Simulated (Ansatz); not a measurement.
**AlRu under strain**

Computed with DFT PBE, scalar-relativistic, plane waves, PAW in Ansatz. Settings: 420 eV cutoff, 18×18×18 k-mesh, Gaussian smearing of 0.10 eV, no spin polarisation.

Starting point, cell and atoms relaxed:

```yaml
crystal:
  lattice:
    - [3.00418, 0.00000, 0.00000]
    - [0.00000, 3.00418, 0.00000]
    - [0.00000, 0.00000, 3.00418]
  atoms:
    - { symbol: Al, position: [0.00000, 0.00000, 0.00000] }
    - { symbol: Ru, position: [0.50000, 0.50000, 0.50000] }
```

Deformation: biaxial strain in the a-b plane, with the length and tilt of c and the atoms relaxed, all within the symmetry that the strain leaves. Energies are extrapolated to zero smearing. On this cell's mesh the reference holds a stress of up to 0.10 GPa.

(1) Give the structure at -3.0 %.

Answers

(1)
```yaml
crystal:
  lattice:
    - [2.91405, 0.00000, 0.00000]
    - [0.00000, 2.91405, 0.00000]
    - [0.00000, 0.00000, 3.09464]
  atoms:
    - { symbol: Al, position: [0.00000, 0.00000, 0.00000] }
    - { symbol: Ru, position: [0.50000, 0.50000, 0.50000] }
```
Space group P4/mmm (123), 26.4 meV/atom over the relaxed crystal.

Cost: 7 runs of about 4.8 core-minutes in all, on Arm Neoverse V2 (shared hosts).